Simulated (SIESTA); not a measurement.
The system is Mn, a slab with vacuum.

```xyz
5
Lattice="2.7316 0.0000 0.0000 -1.3658 2.3656 0.0000 0.0000 0.0000 23.9212" Properties=species:S:1:pos:R:3 pbc="T T T"
Mn    1.3658    0.7885    7.5000
Mn    0.0000    1.5771    9.7303
Mn    0.0000    0.0000   11.9606
Mn    1.3658    0.7885   14.1909
Mn    0.0000    1.5771   16.4212
```

The slab is cut from a database's or a generator's crystal, which needn't be the stable form of the element.

Base run:

| Quantity | Value |
| --- | --- |
| Program | SIESTA 5.4.2 |
| Functional | PBE |
| Potentials or basis | PseudoDojo 0.4 standard (PBE files) |
| Basis | DZP (energy shift 0.003 Ry; two zetas on semicore shells) |
| Grid cutoff | 800 Ry |
| Energy shift | 0.003 Ry |
| k mesh | 8 × 8 × 1 |
| Occupations | fermi-dirac, width 0.05 eV |
| Spin | collinear spin, fm_larger start |
| Starting moments | [5.5, 5.5, 5.5, 5.5, 5.5] μB |

Its results: band gap on the k mesh none (metal or under the smearing width); net moment 18.23 μB per cell; largest force 0.225 eV/Å.

Q: The run is repeated on the same cell with these changes: spin from collinear spin, fm_larger start to collinear spin, zero start; moments at the start from [5.5, 5.5, 5.5, 5.5, 5.5] to [0.0, 0.0, 0.0, 0.0, 0.0]. What comes out?

A: Band gap on the k mesh none (metal or under the smearing width); net moment 0.00 μB per cell; largest force 2.270 eV/Å.

Caveats: the cell was measured hot, at 1373 K; the basis of atomic orbitals isn't converged, which shifts pressures, moduli and gaps.
